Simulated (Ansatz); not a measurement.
# Sn4H: from a guess to a relaxed structure, part 2 of 2

The task: take a trial cell of Sn4H to zero force and stress.

Ansatz 0.2.0; DFT PBE, scalar-relativistic, plane waves, PAW. Earlier steps stand in the parts before.

### Step 4. Changing settings: ecutwfc 44.1 Ry, dispersion d4

Input file input.yaml:

```yaml
crystal:
  lattice:
    - [-3.1072890425, 3.1072890425, 3.1072890425]
    - [3.1072890425, -3.1072890425, 3.1072890425]
    - [3.1072890425, 3.1072890425, -3.1072890425]
  atoms:
    - { symbol: Sn, position: [0.5, 0.5, 0.5] }
    - { symbol: Sn, position: [0.5, 0.0, 0.0] }
    - { symbol: Sn, position: [0.0, 0.0, 0.5] }
    - { symbol: Sn, position: [0.0, 0.5, 0.0] }
    - { symbol: H, position: [0.0, 0.0, 0.0] }
basis:
  ecutwfc: "44.1 Ry"
kpoints:
  mp_grid: { grid: [10, 10, 10] }
hamiltonian:
  xc: pbe
  dispersion: d4
scf:
  occupations: { method: gaussian, width: 0.1 }
output:
  forces: true
  eigenvalues: true
  stress: true
```

Run with:

```bash
ansatz run input.yaml --threads 1 --pin off --max-ram 2048MiB --backend cpu --events-out ev --progress --plain --runs-dir out
```

Output, cut to the lines that bear on the results:

```text
Warning: RAYON_NUM_THREADS=1 ignored (pool sized by the plan → 1); use --threads N
[...]
Pseudopotentials: kind: paw
Pseudopotential: Sn, paw, valence charge 14, recommended cutoff 420 eV (normal), Sn.paw.azcp
Pseudopotential: H, paw, valence charge 1, recommended cutoff 420 eV (normal), H.paw.azcp
Functional definition: PBE
[...]
Crystal: 5 atoms, lattice volume = 120.007 Å³
Basis set: ecut = 600.0110667240353 eV, 4093 PW (Γ), exchange–correlation on 90×90×90 points (8 copies of the dense FFT grid, shifted against one another)
Bands: 35, of which v1, the nominal top of the filled ones, is band 29 counted from 1 (28 counted from 0)
Symmetry: 48 space group operations
Space group: Im-3m (ITA 229), of the structure as read, at distance tolerance 4.9e-5 Å
k-points: 47 of 1000
[...]
SCF iter   1: F=—  HF=-24112.941391 eV  |F-HF|=—  |Δ(HF+E_count)|=         —  Δρ=1.24e-3  dr2=1.68e-3  ethr=1.77e-3  ⟨swp⟩=7.1  Hψ=7244  notcnv=0
[...]
SCF iter   6: F=-24112.938995 eV  HF=-24112.938995 eV  |F-HF|=4.94e-9  |Δ(HF+E_count)|=   2.12e-7  Δρ=2.82e-6  dr2=8.81e-9  ethr=1.75e-10  ⟨swp⟩=9.0  Hψ=7719  notcnv=0
[...]
SCF converged after 6 iterations
Free energy (F): -24112.938995 eV
[...]
E sigma→0 (E₀):  -24112.933632 eV
Entropy (-TS):   -0.010726 eV (-2.145 meV/atom)
Fermi energy:    9.412328 eV
[...]
--- Forces (eV/Å), atoms counted from 1 ---
  atom   1  Sn     0.00000000    -0.00000000     0.00000000
  atom   2  Sn     0.00000000     0.00000000     0.00000000
  atom   3  Sn     0.00000000     0.00000000     0.00000000
  atom   4  Sn     0.00000000     0.00000000     0.00000000
  atom   5  H     -0.00000000     0.00000000     0.00000000
[...]
--- Stress (GPa, compression-positive) ---
       -2.143396      -0.000000       0.000000
       -0.000000      -2.143396       0.000000
        0.000000      -0.000000      -2.143396
  P = ⅓ Tr σ = -2.1434 GPa (-21.434 kbar)
--- Band table (eV; the first three rows and the last of 47) ---
[...]
```

Wall time 13 s (1 thread of Arm Neoverse V2, shared host); peak memory 0.54 GiB.

| run | ending | energy change | pressure (GPa) | gap (eV) | force (eV/Å) | cycles | time |
| --- | --- | --- | --- | --- | --- | --- | --- |
| step 3 | converged | 0 | 0.0 | 0.00 | 0.00 | - | 54 s |
| variant | converged | -352.6 meV/atom (offset of the dispersion model) | -2.1 | 0.00 | 0.00 | 6 | 13 s |

Changing the cutoff and dispersion term moves the energy by -352.6 meV/atom, and the pressure goes from 0.0 to -2.1 GPa.

### Step 5. Results

This closing draws on all 2 parts. Changes of volume or cell count from the first structure of part 1.

| quantity | value |
| --- | --- |
| symmetry at the end (tolerance 0.05 Å) | space group Im-3m (No. 229) |
| conventional cell | a = 6.215 Å, b = 6.215 Å, c = 6.215 Å, α = 90.00°, β = 90.00°, γ = 90.00° |
| volume | 24.00 Å³/atom |
| energy over the elements (uncorrected; H, N, O, F and Cl as molecules), grey Sn | +0.31 eV/atom |
| gap on the mesh | none (metal) |

What this shows: The space group Im-3m (No. 229) is kept, and the volume per atom grows by 4.9 % from the first guess. The formation energy is positive, so the separate elements lie lower. No finished test with a distortion of lower symmetry is shown, so the end may be a saddle point.
